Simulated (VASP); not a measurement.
Crystal: La2O3.

```xyz
5
Lattice="3.9308 0.0000 0.0000 -1.9654 3.4042 0.0000 0.0000 0.0000 6.1120" Properties=species:S:1:pos:R:3 pbc="T T T"
La    0.0000    2.2694    1.5050
La    1.9654    1.1347    4.6070
O     0.0000    0.0000    0.0000
O     0.0000    2.2694    3.9477
O     1.9654    1.1347    2.1643
```

The cell is a database's computed one.

| Quantity | Value |
| --- | --- |
| Program | VASP 6.6.1 |
| Task | single point |
| Functional | PBE |
| Potentials or basis | VASP PAW PBE potentials, release 64 (La, O) |
| Cutoff | 520 eV |
| k mesh | 8 × 8 × 5 |
| Occupations | fermi-dirac, width 0.05 eV |
| Spin | no spin polarisation |

On this cell: pressure 1.6 GPa; largest force 0.011 eV/Å; band gap on the k mesh 3.89 eV, indirect (least direct gap 4.07 eV).

The same run follows on a disturbed copy (atoms moved at random, drawn with an rms of 0.05 Å):

```xyz
5
Lattice="3.9308 0.0000 0.0000 -1.9654 3.4042 0.0000 0.0000 0.0000 6.1120" Properties=species:S:1:pos:R:3 pbc="T T T"
La    0.0396    2.2427    1.5034
La    1.9893    1.1531    4.6159
O     0.0170    0.0084   -0.0205
O     0.0159    2.2615    3.9737
O     1.9993    1.1120    2.1819
```

**Question.** What does the disturbed cell give?

**Answer.** The energy moves by +2.4 meV/atom; pressure 1.5 GPa; largest force 0.255 eV/Å; band gap on the k mesh 3.86 eV, indirect (least direct gap 4.05 eV).

Forces on the atoms (eV/Å):
```
La  -0.053  0.063  0.162
La  -0.016 -0.181 -0.005
O    0.015 -0.053  0.249
O    0.079  0.101 -0.201
O   -0.025  0.069 -0.205
```

Stress tensor (GPa, compression positive):
```
 1.86  0.00  0.08
 0.00  1.03 -0.34
 0.08 -0.34  1.64
```

Caveats: spin-orbit coupling is left out, which moves the levels of the heavy elements; an odd mesh through Γ misses points on the zone boundary, where band edges often lie.
